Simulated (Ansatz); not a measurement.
# Al17GaN18: the cost of one run

All numbers below are computed with Ansatz 0.2.0 (DFT PBEsol, scalar-relativistic, plane waves, PAW).

2 further runs of the same task are left out: 2 set aside as unsound or not needed.

**1. The structure to begin with**

The cell holds 36 atoms (Al17GaN18): a = 7.343 Å, b = 7.343 Å, c = 7.343 Å, α = 79.00°, β = 79.00°, γ = 79.00°.

The coordinates of this cell stand in the input of its own run.

The host was relaxed before at PBEsol: a = 3.114 Å, b = 3.114 Å, c = 4.984 Å, α = 90.00°, β = 90.00°, γ = 120.00° (conventional cell), 10.461 Å³/atom.

Places, in fractions of the supercell: Ga in place of Al at (0.056, 0.389, 0.056). The start keeps the symmetry of the ideal site.

Earlier runs gave the host's free energy in this supercell, -16307.239 eV, its gap, 4.09 eV.

**2. Charge 0, atoms relaxed**

The input, input.yaml:

```yaml
crystal:
  lattice:
    - [4.6706711409, 2.6966132405, -4.9836450386]
    - [0.0, -5.393226481, -4.9836450386]
    - [-4.6706711409, 2.6966132405, -4.9836450386]
  atoms:
    - { symbol: Ga, position: [0.0558815908, 0.3892149242, 0.0558815908] }
    - { symbol: Al, position: [0.0558815908, 0.0558815908, 0.3892149242] }
    - { symbol: Al, position: [0.3892149242, 0.3892149242, 0.7225482575] }
    - { symbol: Al, position: [0.7225482575, 0.3892149242, 0.3892149242] }
    - { symbol: Al, position: [0.3892149242, 0.0558815908, 0.0558815908] }
    - { symbol: Al, position: [0.0558815908, 0.7225482575, 0.7225482575] }
    - { symbol: Al, position: [0.3892149242, 0.7225482575, 0.3892149242] }
    - { symbol: Al, position: [0.7225482575, 0.0558815908, 0.7225482575] }
    - { symbol: Al, position: [0.7225482575, 0.7225482575, 0.0558815908] }
    - { symbol: Al, position: [0.7781038131, 0.1114371464, 0.1114371464] }
    - { symbol: Al, position: [0.7781038131, 0.7781038131, 0.4447704797] }
    - { symbol: Al, position: [0.1114371464, 0.1114371464, 0.7781038131] }
    - { symbol: Al, position: [0.4447704797, 0.1114371464, 0.4447704797] }
    - { symbol: Al, position: [0.1114371464, 0.7781038131, 0.1114371464] }
    - { symbol: Al, position: [0.7781038131, 0.4447704797, 0.7781038131] }
    - { symbol: Al, position: [0.1114371464, 0.4447704797, 0.4447704797] }
    - { symbol: Al, position: [0.4447704797, 0.7781038131, 0.7781038131] }
    - { symbol: Al, position: [0.4447704797, 0.4447704797, 0.1114371464] }
    - { symbol: "N", position: [0.9285628536, 0.2618961869, 0.9285628536] }
    - { symbol: "N", position: [0.9285628536, 0.9285628536, 0.2618961869] }
    - { symbol: "N", position: [0.2618961869, 0.2618961869, 0.5952295203] }
    - { symbol: "N", position: [0.5952295203, 0.2618961869, 0.2618961869] }
    - { symbol: "N", position: [0.2618961869, 0.9285628536, 0.9285628536] }
    - { symbol: "N", position: [0.9285628536, 0.5952295203, 0.5952295203] }
    - { symbol: "N", position: [0.2618961869, 0.5952295203, 0.2618961869] }
    - { symbol: "N", position: [0.5952295203, 0.9285628536, 0.5952295203] }
    - { symbol: "N", position: [0.5952295203, 0.5952295203, 0.9285628536] }
    - { symbol: "N", position: [0.9841184092, 0.3174517425, 0.3174517425] }
    - { symbol: "N", position: [0.9841184092, 0.9841184092, 0.6507850758] }
    - { symbol: "N", position: [0.3174517425, 0.3174517425, 0.9841184092] }
    - { symbol: "N", position: [0.6507850758, 0.3174517425, 0.6507850758] }
    - { symbol: "N", position: [0.3174517425, 0.9841184092, 0.3174517425] }
    - { symbol: "N", position: [0.9841184092, 0.6507850758, 0.9841184092] }
    - { symbol: "N", position: [0.3174517425, 0.6507850758, 0.6507850758] }
    - { symbol: "N", position: [0.6507850758, 0.9841184092, 0.9841184092] }
    - { symbol: "N", position: [0.6507850758, 0.6507850758, 0.3174517425] }
  host:
    lattice:
      - [3.1137807606, 0.0, 0.0]
      - [-1.5568903803, 2.6966132405, 0.0]
      - [0.0, 0.0, 4.9836450386]
    atoms:
      - { symbol: Al, position: [0.6666666667, 0.3333333333, 0.4990218942] }
      - { symbol: Al, position: [0.3333333333, 0.6666666667, 0.9990218942] }
      - { symbol: "N", position: [0.6666666667, 0.3333333333, 0.8809781058] }
      - { symbol: "N", position: [0.3333333333, 0.6666666667, 0.3809781058] }
basis:
  ecutwfc: 420
  xc_grid: 2
kpoints:
  mp_grid: { grid: [2, 2, 2], shift: [0.5, 0.5, 0.5] }
hamiltonian:
  xc: pbesol
scf:
  occupations: { method: gaussian, width: 0.02 }
output:
  forces: true
  stress: false
  eigenvalues: true
  charged_corrections: { defect_position: [0.05588159, 0.38921492, 0.05588159] }
  write_density: true
  write_potential: true
  elf: true
  volumetric_format: npy
relax:
  adjacent_minimum: "off"
  f_tol: 0.03
  max_steps: 40
```

Run with:

```bash
$ ansatz run input.yaml --threads 8 --pin off --max-ram 16384MiB --backend cpu --events-out ev --progress --plain --runs-dir out
```

**Question.** How long does this run take on 8 threads of Arm Neoverse V1, shared host, and how much memory does it need?

About 13 s, with a peak of 0.76 GiB.
